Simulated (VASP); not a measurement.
# PbS (Galena) (Fm-3m) in VASP: further runs

The runs below take PbS (Galena) through single point, with PBEsol.

All numbers are computed with VASP 6.6.1; they aren't measurements. Logs are shortened: lines on timing, memory, paths and dates and some standing lists are left out, and cuts for length are marked.

**1. The structure**

The structure is cubic, space group Fm-3m (No. 225). The conventional cell has a = 5.931 Å, b = 5.931 Å, c = 5.931 Å, α = 90.00°, β = 90.00°, γ = 90.00°. Pb (site symmetry m-3m) is surrounded by 6 S at 2.97 Å. Around S (site symmetry m-3m) lie 6 Pb at 2.97 Å.

**2. Single point, PBEsol**

Input file INCAR:

```
SYSTEM = PbS
  PREC = Normal
  ENCUT = 400
  EDIFF = 1E-4
  ISMEAR = 0
  SIGMA = 0.05
  LREAL = Auto
  LASPH = .True.
  NELM = 100
  ALGO = Normal
  ISIF = 2
  LWAVE = .False.
  LCHARG = .False.
  GGA = PS
  ADDGRID = .False.
```

Input file KPOINTS:

```
Automatic mesh
0
Gamma
  4 4 4
  0 0 0
```

Input file POSCAR:

```
PbS
1.0
    0.0000000000      2.9657500000      2.9657500000
    2.9657500000      0.0000000000      2.9657500000
    2.9657500000      2.9657500000      0.0000000000
Pb S
1 1
Direct
    0.0000000000      0.0000000000      0.0000000000
    0.5000000000      0.5000000000      0.5000000000
```

Potentials or basis: VASP PAW PBE potentials, release 64 (Pb_d, S).

Launch:

```console
cat potpaw_PBE.64/Pb_d/POTCAR potpaw_PBE.64/S/POTCAR > POTCAR
mpirun -np 1 vasp_std > vasp.out
```

OUTCAR:

```text
SYSTEM = PbS
   PREC = Normal
   ENCUT = 400
   EDIFF = 1E-4
   ISMEAR = 0
   LREAL = Auto
   LASPH = .True.
   NELM = 100
   ISIF = 2
   GGA = PS

 Found      8 irreducible k-points:

 Following reciprocal coordinates:
            Coordinates               Weight
  0.000000  0.000000  0.000000      1.000000
  0.250000  0.000000  0.000000      8.000000
  0.500000  0.000000  0.000000      4.000000
  0.250000  0.250000  0.000000      6.000000
  0.500000  0.250000  0.000000     24.000000
 -0.250000  0.250000  0.000000     12.000000
   k-points           NKPTS =      8   k-points in BZ     NKDIM =      8   number of bands    NBANDS=     14
   number of dos      NEDOS =    301   number of ions     NIONS =      2
   total plane-waves  NPLWV =  13824
   dimension x,y,z NGX =    24 NGY =   24 NGZ =   24
   dimension x,y,z NGXF=    48 NGYF=   48 NGZF=   48
   ions per type =               1   1
   NGX,Y,Z   is equivalent  to a cutoff of   9.51,  9.51,  9.51 a.u.
   NGXF,Y,Z  is equivalent  to a cutoff of  19.03, 19.03, 19.03 a.u.
 SYSTEM =  PbS
   PREC   = normal    normal or accurate (medium, high low for compatibility)
   ISTART =      0    job   : 0-new  1-cont  2-samecut
   ICHARG =      2    charge: 1-file 2-atom 10-const
   ISPIN  =      1    spin polarized calculation?
   LNONCOLLINEAR =      F non collinear calculations
   LSORBIT =      F    spin-orbit coupling
   LASPH  =      T    aspherical Exc in radial PAW
   ENCUT  =  400.0 eV  29.40 Ry    5.42 a.u.   6.84  6.84  6.84*2*pi/ulx,y,z
   NELM   =    100;   NELMIN=  2; NELMDL= -5     # of ELM steps
   EDIFF  = 0.1E-03   stopping-criterion for ELM
   LREAL  =      T    real-space projection
   EDIFFG = 0.1E-02   stopping-criterion for IOM
   NSW    =      0    number of steps for IOM
   IBRION =     -1    ionic relax: 0-MD 1-quasi-New 2-CG
   NFREE  =      0    steps in history (QN), initial steepest desc. (CG)
   ISIF   =      2    stress and relaxation
   ISYM   =      2    0-nonsym 1-usesym 2-fastsym
   POTIM  = 0.5000    time-step for ionic-motion
   TEBEG  =    0.0;   TEEND  =   0.0 temperature during run
   PSTRESS=    0.0 pullay stress
   NELECT =      20.0000    total number of electrons
   NUPDOWN=      -1.0000    fix difference up-down
   EMIN   =  10.00;   EMAX   =-10.00  energy-range for DOS
   EFERMI =   0.00;   METHOD = LEGACY
   ISMEAR =     0;   SIGMA  =   0.05  broadening in eV -4-tet -1-fermi 0-gaus
   EFERMI_NEDOS =   21; number of points for ismear=-14 and -15
   IALGO  =     38    algorithm
   IMIX   =      4    mixing-type and parameters
     AMIX     =   0.40;   BMIX     =  1.00
     AMIX_MAG =   1.60;   BMIX_MAG =  1.00
  volume/ion in A,a.u.               =      26.09       176.04
  Fermi-wavevector in a.u.,A,eV,Ry     =   1.189251  2.247359 19.242973  1.414319
  Thomas-Fermi vector in A             =   2.325363
   LORBIT       =      0    0 simple, 1 ext, 2 COOP (PROOUT), +10 PAW based schemes
   GGA     = PS    functional components
   LHFCALC =     F    Hartree Fock is set to
   AEXX    =    0.0000 exact exchange contribution
   IVDW    =     0    specifies the selected vdW correction
   LEPSILON=     F    determine dielectric tensor
   LRPA    =     F    only Hartree local field effects (RPA)
 non-spin polarized calculation
 Gauss-broadening in eV      SIGMA  =   0.05
  energy-cutoff  :      400.00
  volume of cell :       52.17
 maximum number of plane-waves:       960
   NGX = 13   NGY = 13   NGZ = 13

 number of electron      20.0000013 magnetization

 Free energy of the ion-electron system (eV)
  ---------------------------------------------------
  ext. energy  EPLUGINS =         0.00000000
  ---------------------------------------------------
  free energy    TOTEN  =        -9.44220882 eV

  energy without entropy =       -9.44220321  energy(sigma->0) =       -9.44220601

 E-fermi :   5.8128     XC(G=0):  -9.8900

 val. band max:        5.6858395170   @ k =   0.5000   0.0000   0.0000
 cond. band min:       5.9396991598   @ k =   0.5000   0.0000   0.0000
 fundamental gap:      0.2538596428
 Fermi energy:         5.8127693181

 k-point     1 :       0.0000    0.0000    0.0000
  band No.  band energies     occupation
      1     -11.0563      2.00000
      2     -11.0563      2.00000
      3     -11.0563      2.00000
      4     -11.0434      2.00000
      5     -11.0434      2.00000
      6      -7.9174      2.00000
      7      -0.3720      2.00000
      8       3.5164      2.00000
      9       3.5164      2.00000
     10       3.5164      2.00000
     11      10.8470      0.00000
     12      10.8470      0.00000
     13      10.8470      0.00000
     14      12.3308      0.00000

 k-point     2 :       0.2500    0.0000    0.0000
  band No.  band energies     occupation
      1     -11.0621      2.00000
      2     -11.0621      2.00000
      3     -11.0543      2.00000
      4     -11.0298      2.00000
      5     -11.0298      2.00000
      6      -7.4063      2.00000
      7      -1.8042      2.00000
      8       3.6777      2.00000
      9       3.6777      2.00000
     10       4.5049      2.00000
     11       7.9582      0.00000
     12       8.8450      0.00000
     13       8.8450      0.00000
     14      12.4050      0.00000

 k-point     3 :       0.5000    0.0000    0.0000
  band No.  band energies     occupation
      1     -11.0771      2.00000
      2     -11.0771      2.00000
      3     -11.0534      2.00000
      4     -11.0068      2.00000
      5     -11.0068      2.00000
      6      -6.6483      2.00000
      7      -3.2120      2.00000
      8       3.9126      2.00000
      9       3.9126      2.00000
     10       5.6858      1.99967
     11       5.9397      0.00033
     12       7.5814      0.00000
     13       7.5814      0.00000
     14      14.1729      0.00000

 k-point     4 :       0.2500    0.2500    0.0000
  band No.  band energies     occupation
      1     -11.1036      2.00000
      2     -11.0695      2.00000
      3     -11.0301      2.00000
      4     -11.0257      2.00000
      5     -11.0257      2.00000
      6      -7.2132      2.00000
      7      -1.5687      2.00000
      8       2.8399      2.00000
      9       2.8399      2.00000
     10       3.9416      2.00000
     11       8.0632      0.00000
     12      10.2915      0.00000
     13      10.5545      0.00000
     14      10.5545      0.00000

 k-point     5 :       0.5000    0.2500    0.0000
  band No.  band energies     occupation
      1     -11.1353      2.00000
      2     -11.0580      2.00000
      3     -11.0450      2.00000
      4     -11.0166      2.00000
      5     -11.0024      2.00000
      6      -6.4475      2.00000
      7      -2.5366      2.00000
      8       1.8809      2.00000
      9       2.8892      2.00000
     10       3.4407      2.00000
     11       8.4614      0.00000
     12       9.4575      0.00000
     13       9.9317      0.00000
     14      11.8985      0.00000

 k-point     6 :      -0.2500    0.2500    0.0000
  band No.  band energies     occupation
      1     -11.0931      2.00000
      2     -11.0602      2.00000
      3     -11.0418      2.00000
      4     -11.0246      2.00000
      5     -11.0234      2.00000
      6      -6.7188      2.00000
      7      -2.5490      2.00000
      8       1.9435      2.00000
      9       3.7861      2.00000
     10       4.8660      2.00000
     11       7.0453      0.00000
     12       8.0670      0.00000
     13       9.8703      0.00000
     14      13.9016      0.00000

 [... further k-points ...]
[... 5 lines left out ...]
  --------------------------------------------------------------------------------------
  -------------------------------------------------------------------------------------
  Total       -0.3384488     -0.3384488     -0.3384488     -0.0000000      0.0000000     -0.0000000
  in kB      -10.3936941    -10.3936941    -10.3936941     -0.0000000      0.0000000     -0.0000000
  external PRESSURE =     -10.3936941 kB  Pullay stress =       0.0000000 kB

 VOLUME and BASIS-vectors are now :
 -----------------------------------------------------------------------------
  energy-cutoff  :      400.00
  volume of cell :       52.17
      direct lattice vectors                 reciprocal lattice vectors
     0.000000000  2.965750000  2.965750000    -0.168591419  0.168591419  0.168591419
     2.965750000  0.000000000  2.965750000     0.168591419 -0.168591419  0.168591419
     2.965750000  2.965750000  0.000000000     0.168591419  0.168591419 -0.168591419

 POSITION                                       TOTAL-FORCE (eV/Angst)
 -----------------------------------------------------------------------------------
      0.00000      0.00000      0.00000         0.000000     -0.000000      0.000000
      2.96575      2.96575      2.96575        -0.000000      0.000000     -0.000000
 -----------------------------------------------------------------------------------
    total drift:                                0.000000     -0.000000     -0.000000

  FREE ENERGIE OF THE ION-ELECTRON SYSTEM (eV)
  ---------------------------------------------------
  free  energy   TOTEN  =        -9.4422088151 eV

  energy  without entropy=       -9.4422032110  energy(sigma->0) =       -9.44220601
```

Run time: 2.2 s. Hardware: 1 thread of Intel Xeon 6975P-C (Granite Rapids), shared host; peak memory 0.13 GiB.

The run converged, but some of its settings lie outside the range that counts as converged, so its numbers aren't taken as properties of the crystal.

What came out:

* Free energy: -9.4422 eV
* Pressure: -1.0 GPa
* Band gap on the k mesh: 0.25 eV, direct

Caveat: the k mesh is coarse (spacing up to 0.46 Å⁻¹), so the values aren't converged; the PAW data sets were made with another functional, which shifts forces and pressure a little; spin-orbit coupling is left out, which as a rule narrows the gap of such compounds by several tenths of an eV.

**3. Single point, PBEsol**

Input file INCAR:

```
SYSTEM = PbS
  PREC = Accurate
  ENCUT = 300
  EDIFF = 1E-7
  ISMEAR = 0
  SIGMA = 0.05
  LREAL = .False.
  LASPH = .True.
  NELM = 100
  ALGO = Normal
  ISIF = 2
  LWAVE = .False.
  LCHARG = .False.
  GGA = PS
  ADDGRID = .False.
```

Input file KPOINTS:

```
Automatic mesh
0
Gamma
  5 5 5
  0 0 0
```

POSCAR is that of step 2.

Potentials or basis: VASP PAW PBE potentials, release 64 (Pb_d, S).

Launch:

```console
cat potpaw_PBE.64/Pb_d/POTCAR potpaw_PBE.64/S/POTCAR > POTCAR
mpirun -np 1 vasp_std > vasp.out
```

Wall time 2.5 s (1 thread of Intel Xeon 6975P-C (Granite Rapids), shared host); peak memory 0.12 GiB.

These settings aren't checked as converged: the numbers below hold their error.

What came out:

```
Free energy : -9.4684 eV
Pressure    : -1.6 GPa
```

Caveat: the cutoff is under 1.25 times the usual one of these potentials, so pressure, stress and relaxed cells hold a basis-set (Pulay) error; this odd mesh misses L, where the gap lies, so gap, dielectric constants and Born charges aren't listed; the PAW data sets were made with another functional, which shifts forces and pressure a little.

**4. For comparison**

An earlier run on the cell as given: functional PBEsol; potentials or basis VASP PAW PBE potentials, release 64 (Pb_d, S); cutoff 520 eV; k mesh 8 × 8 × 8; occupations fermi-dirac, width 0.05 eV; no spin polarisation.

- Pressure: -0.9 GPa
- Band gap on the k mesh: 0.25 eV, direct
